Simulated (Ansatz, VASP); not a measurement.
# In2Se3 in two plane-wave programs, part 2 of 2

One calculation is typed for both programs; each brings its own data sets. How far apart do they land? The cell is taken from a series of runs on this material, whose earlier steps may have relaxed, scaled, displaced or heated it; both programs get it as it stands.

VASP 6.6.1 and Ansatz 0.2.0.

So far: The starting structure; Ansatz: single point, PBEsol, pair 1; VASP: single point, PBEsol, pair 1; Side by side; VASP: single point, PBEsol, pair 2.

## (6) Ansatz: single point, PBEsol, pair 2

Level of this step: Ansatz beside VASP: Kohn-Sham DFT, plane waves, PBEsol (Ansatz).

The same cell, functional and mesh now go to Ansatz, which takes its cutoff from its data sets.

The cell is taken from a series of runs on this material, whose earlier steps may have relaxed, scaled, displaced or heated it; both programs get it as it stands.

input.yaml reads:

```yaml
crystal:
  lattice:
    - [3.9010316537, 0.0005764493, 0.0]
    - [-1.9515920352, 3.3786674895, 0.0]
    - [0.0, 0.0, 36.0]
  atoms:
    - { symbol: Se, position: [0.3357286195, 0.6691266763, 0.4114452661] }
    - { symbol: In, position: [0.6689993375, 0.3357468449, 0.4490245448] }
    - { symbol: Se, position: [0.002670878, 0.002662688, 0.5] }
    - { symbol: In, position: [0.3363424185, 0.6695785311, 0.5509754552] }
    - { symbol: Se, position: [0.6696131365, 0.3361986997, 0.5885547339] }
  periodic: [true, true, false]
kpoints:
  mp_grid: { grid: [9, 9, 1] }
hamiltonian:
  xc: pbesol
  pseudopotentials: { kind: paw, azcp: { folder: soft_1 }, xc_functional: pbe }
scf:
  occupations: { method: fixed }
  n_extra_bands: 5
output:
  eigenvalues: true
  band_densities: [{ e_range: [-0.08, 0] }, { e_range: [0.32, 0.45] }]
  volumetric_format: npy
```

On the command line:

```console
$ ansatz run input.yaml --threads 4 --pin off --max-ram 17510MiB --backend cpu --events-out ev --progress --plain --runs-dir out
```

Numbers of over 12 decimals in the logs are rounded to 6 here.

What it wrote:

```text
[...]
Crystal: 5 atoms, lattice volume = 474.531 Å³
Basis set: ecut = 420 eV, 9401 PW (Γ)
Bands: 42, of which v1, the nominal top of the filled ones, is band 37 counted from 1 (36 counted from 0)
Symmetry: 2 space group operations
[...]
k-points: 41 of 81
[...]
iter 1 solved again at ethr=3.08e-3 eV; its pass at ethr=3.10e-3 eV (dr2=2.28e0 eV) is discarded
[...]
k-point 2: bands = [... 33 lower, -7.4663, -6.7642, -6.6753, -6.1819, -4.0274, -3.0439, -1.7867, -0.5242, ... 1 higher]
  k-point 40: bands = [... 33 lower, -7.9671, -7.4915, -6.8619, -6.4520, -4.9039, -2.9633, -1.6686, -0.9228, ... 1 higher]
--- Band densities, each state counted as filled ---
  window                                       electrons  max residual (eV)  cut levels
  e_range: [-0.08, 0]                           0.345679             4.3e-5           0
  e_range: [0.32, 0.45]                         0.148148             2.1e-6           0
[key lines of the parts left out:]
SCF converged after 9 iterations
Free energy (F): -27325.909052 eV
Fermi energy:    -6.128243 eV
```

## (7) Differences

What differs besides the data sets and the points named for the pairs above, as far as they apply: fixed occupations in Ansatz, narrow Gaussian smearing in VASP; the data sets hold 74 valence electrons in Ansatz (on its PAW soft_1 files) and 44 in VASP. Total energies have different zeros and are not compared.

Compared:

```
              quantity  Ansatz   VASP  difference
gap on the k mesh (eV)   0.442  0.427      +0.015
```

A gap on the mesh is an upper bound, since the band edges may lie between its points. Where the cell holds vacuum, a pressure given here is an average over it and none of the material.

## (8) VASP: single point, PBEsol, pair 3

With cell and atoms fixed, the geometry can't cause a difference; cores, projectors, grids and the points listed under the comparison can. This pair takes another cell of the material, with 10 atoms against 5 for the pair before.

INCAR reads:

```
SYSTEM = In2Se3
PREC = Accurate
ENCUT = 400
EDIFF = 1E-06
NELM = 120
ISMEAR = -1
SIGMA = 0.02
LREAL = .FALSE.
ALGO = Normal
GGA = PS
NBANDS = 54
LORBIT = 11
LWAVE = .FALSE.
LCHARG = .FALSE.
ISIF = 2
LDIPOL = .TRUE.
IDIPOL = 3
DIPOL = 0.5 0.5 0.5
LVHAR = .TRUE.
LASPH = .TRUE.
GGA_COMPAT = .FALSE.
EFERMI = MIDGAP
NELMDL = -8
KPAR = 2
```

POSCAR reads:

```
In2Se3
1.0
    3.8955164096      0.0376661801      0.0000000000
   -1.9167000955      3.4064032731      0.0000000000
    0.0000000000      0.0000000000     54.3000000000
Se In
6 4
Direct
    0.3207662934      0.6542874151      0.3566477650
    0.0890220132      0.0990369530      0.4157708563
    0.6497380945      0.3256275592      0.4746195177
    0.3638558735      0.6879247368      0.5253804823
    0.9245719548      0.9145153430      0.5842291437
    0.6928276746      0.3592648809      0.6433522350
    0.6578105543      0.3089250314      0.3812541696
    0.3082130884      0.6664677093      0.4500612177
    0.7053808796      0.3470845867      0.5499387823
    0.3557834137      0.7046272646      0.6187458304
```

KPOINTS reads:

```
Automatic mesh
0
Gamma
6 6 1
0 0 0
```

Potentials, in the order of the species: Se and In_d (PBE family, release 64).

On the command line:

```console
$ mpirun -np 2 vasp_std
```

What it wrote:

```text
[banner, memory and clock lines left out]
running    2 mpi-ranks, on    1 nodes
[...]
[... a notice as in an earlier step ...]

 LDA part: xc-table for (Slater+PW92), standard interpolation
|                                                                             |
|           W    W    AA    RRRRR   N    N  II  N    N   GGGG   !!!           |
|           W    W   A  A   R    R  NN   N  II  NN   N  G    G  !!!           |
|           W    W  A    A  R    R  N N  N  II  N N  N  G       !!!           |
|           W WW W  AAAAAA  RRRRR   N  N N  II  N  N N  G  GGG   !            |
|           WW  WW  A    A  R   R   N   NN  II  N   NN  G    G                |
|           W    W  A    A  R    R  N    N  II  N    N   GGGG   !!!           |
|                                                                             |
|     One of the lattice vectors is very long (>50 A), but AMIN is rather     |
|     large. This can spoil convergence since charge sloshing might occur     |
|     along the long lattice vector. If problems with convergence are         |
|     observed, try to decrease AMIN to a smaller value (e.g. 0.01).          |
|     Note: This warning only applies if the self-consistency cycle is        |
|     used.                                                                   |
|                                                                             |

 POSCAR, INCAR and KPOINTS ok, starting setup
[...]
entering main loop
       N       E                     dE             d eps       ncg     rms          rms(c)
DAV:   1     0.716035376298E+03    0.71604E+03   -0.31996E+04  2560   0.112E+03
DAV:   2     0.510131211197E+02   -0.66502E+03   -0.65317E+03  2616   0.304E+02
DAV:   3    -0.369505779130E+02   -0.87964E+02   -0.86651E+02  2610   0.148E+02
DAV:   4    -0.410227849589E+02   -0.40722E+01   -0.40587E+01  2684   0.345E+01
[...]
DAV:  26    -0.397786760815E+02   -0.14541E-05   -0.42504E-08  1400   0.126E-03    0.403E-04
DAV:  27    -0.397786773010E+02   -0.12195E-05   -0.24834E-08  1386   0.112E-03    0.263E-04
DAV:  28    -0.397786777874E+02   -0.48638E-06   -0.18981E-08  1442   0.110E-03
   1 F= -.39778678E+02 E0= -.39778678E+02  d E =-.775493E-07
```

OUTCAR, selected parts (step 8):

```text
  Total        3.1012675      3.1013440      2.4745016     -0.0036695     -0.0080791     -0.0024512
  in kB        6.8585527      6.8587218      5.4724398     -0.0081153     -0.0178672     -0.0054209
  external PRESSURE =       6.3965714 kB  Pullay stress =       0.0000000 kB

 POSITION                                       TOTAL-FORCE (eV/Angst)
 -----------------------------------------------------------------------------------
     -0.00452      2.24085     19.36597        -0.001236      0.001530     -0.095269
      0.15696      0.34071     22.57636        -0.002860     -0.005786     -0.021688
      1.90694      1.13369     25.77184         0.001213     -0.000085      0.011291
      0.09886      2.35705     28.52816        -0.001213      0.000085     -0.011291
      1.84883      3.15003     31.72364         0.002860      0.005786      0.021688
      2.01032      1.24990     34.93403         0.001236     -0.001530      0.095269
      1.97040      1.07710     20.70210         0.003226      0.001701     -0.067142
     -0.07677      2.28187     24.43832         0.000403      0.003619     -0.013815
      2.08257      1.20888     29.86168        -0.000403     -0.003619      0.013815
      0.03540      2.41365     33.59790        -0.003226     -0.001701      0.067142
 -----------------------------------------------------------------------------------
    total drift:                                0.000003     -0.000135      0.000125

  FREE ENERGIE OF THE ION-ELECTRON SYSTEM (eV)
  ---------------------------------------------------
  free  energy   TOTEN  =       -39.7786777874 eV

  energy  without entropy=      -39.7786777098  energy(sigma->0) =      -39.77867775

[... 3 further parts left out ...]
[key lines of the parts left out:]
E-fermi :  -2.1338
```

## (9) Ansatz: single point, PBEsol, pair 3

The same cell, functional, mesh and smearing now go to Ansatz, which takes its cutoff from its data sets.

The cell is taken from a series of runs on this material, whose earlier steps may have relaxed, scaled, displaced or heated it; both programs get it as it stands.

input.yaml reads:

```yaml
crystal:
  lattice:
    - [3.8955164096, 0.0376661801, 0.0]
    - [-1.9167000955, 3.4064032731, 0.0]
    - [0.0, 0.0, 54.3]
  atoms:
    - { symbol: Se, position: [0.3207662934, 0.6542874151, 0.356647765] }
    - { symbol: In, position: [0.6578105543, 0.3089250314, 0.3812541696] }
    - { symbol: Se, position: [0.0890220132, 0.099036953, 0.4157708563] }
    - { symbol: In, position: [0.3082130884, 0.6664677093, 0.4500612177] }
    - { symbol: Se, position: [0.6497380945, 0.3256275592, 0.4746195177] }
    - { symbol: Se, position: [0.3638558735, 0.6879247368, 0.5253804823] }
    - { symbol: In, position: [0.7053808796, 0.3470845867, 0.5499387823] }
    - { symbol: Se, position: [-0.0754280452, -0.085484657, 0.5842291437] }
    - { symbol: In, position: [0.3557834137, 0.7046272646, 0.6187458304] }
    - { symbol: Se, position: [0.6928276746, 0.3592648809, 0.643352235] }
  periodic: [true, true, false]
kpoints:
  mp_grid: { grid: [6, 6, 1] }
  band_path:
    path:
      - [0, 0, 0]
      - [0.5, 0, 0]
      - [0.3333333333333, 0.3333333333333, 0]
      - [0, 0, 0]
    npoints: 10
hamiltonian:
  xc: pbesol
  pseudopotentials: { kind: paw, azcp: { folder: soft_1 }, xc_functional: pbe }
scf:
  occupations: { method: fermi_dirac, width: 0.02 }
  n_extra_bands: 7
output:
  eigenvalues: true
  write_density: true
  write_potential: true
  elf: true
  volumetric_format: npy
```

On the command line:

```console
$ ansatz run input.yaml --threads 4 --pin off --max-ram 17510MiB --backend cpu --events-out ev --progress --plain --runs-dir out
```

What it wrote:

```text
[...]
Crystal: 10 atoms, lattice volume = 724.465 Å³
Basis set: ecut = 420 eV, 14333 PW (Γ)
Bands: 81, of which v1, the nominal top of the filled ones, is band 74 counted from 1 (73 counted from 0)
Symmetry: 2 space group operations
[...]
k-points: 20 of 36
[...]
--- Band table (eV; the first three rows and the last of 20) ---
  k-point 0: bands = [... 70 lower, -6.2441, -6.0565, -6.0530, -5.9751, -4.8656, -4.1392, -3.4136, -3.0193, ... 3 higher]
  k-point 1: bands = [... 70 lower, -6.4578, -6.1530, -6.1228, -6.0291, -3.7154, -3.5186, -3.1591, -3.0706, ... 3 higher]
  k-point 2: bands = [... 70 lower, -6.8949, -6.3956, -6.3198, -6.1449, -4.8170, -4.6197, -3.3331, -2.9888, ... 3 higher]
  k-point 19: bands = [... 70 lower, -7.0081, -6.9469, -6.6433, -6.2149, -5.4041, -5.0383, -3.7177, -3.3059, ... 3 higher]
[key lines of the parts left out:]
SCF converged after 10 iterations
Free energy (F): -54651.915655 eV
Fermi energy:    -5.670599 eV
```

## (10) Side by side

What differs besides the data sets and the points named for the pairs above, as far as they apply: the data sets hold 148 valence electrons in Ansatz (on its PAW soft_1 files) and 88 in VASP. Total energies have different zeros and are not compared.

The two programs side by side:

| quantity | Ansatz | VASP | difference |
| --- | --- | --- | --- |
| gap on the k mesh (eV) | 0.550 | 0.541 | +0.009 |

A gap on the mesh is an upper bound, since the band edges may lie between its points. Where the cell holds vacuum, a pressure given here is an average over it and none of the material.

## (11) What came out

* difference in gap on the k mesh (single point, PBEsol, pair 1): 0.014 eV
* difference in gap on the k mesh (single point, PBEsol, pair 2): 0.015 eV
* difference in gap on the k mesh (single point, PBEsol, pair 3): 0.0090 eV

The difference in gap on the k mesh is 0.015 eV (single point, PBEsol, pair 2), within the 0.08 eV picked in this series as the mark of a large difference. The data sets hold unlike numbers of valence electrons (74 in Ansatz and 44 in VASP and 148 in Ansatz and 88 in VASP), so part of the differences may come from the potentials. Pairs 1 and 2 hold one cell, so they aren't independent. Such differences can come from data sets, numerical settings and the points named under the comparisons, not from the functional's error against experiment.

[Lines on the potential files, build, host, timing and source positions are cut from VASP's logs without a mark.]

[Logs are printed without paths, hosts, clocks, repeated set-up lines and the standing remarks that a program may print on its own settings, such as how far it seeks lower states.]

[Hosts, paths, dates, database ids (printed as entryN), source tags and the programs' standing remarks are cut or masked in the printed files.]
